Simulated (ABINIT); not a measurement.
CdF2:

```
Cd F
1.0
     0.00000    2.69400    2.69400
     2.69400    0.00000    2.69400
     2.69400    2.69400    0.00000
Cd F
1 2
Cartesian
  0.0000 0.0000 0.0000
  4.0410 4.0410 4.0410
  1.3470 1.3470 1.3470
```

Program: ABINIT 10.8.3 (patched build). Alike in all runs: task single point; potentials or basis JTH PAW PBE v2.0; no spin polarisation; cell as given; k mesh 9 × 9 × 9; cutoff (eV) 762; smearing fermi-dirac 0.05 eV.

Order these runs on this cell by their band gap on the k mesh, lowest first.
A. level SCAN
B. level PBE
C. level revPBE
D. level PBEsol

D (2.94 eV), B (3.10 eV), C (3.26 eV), A (3.65 eV).

Caveats: an odd mesh through Γ misses points on the zone boundary, where band edges often lie.
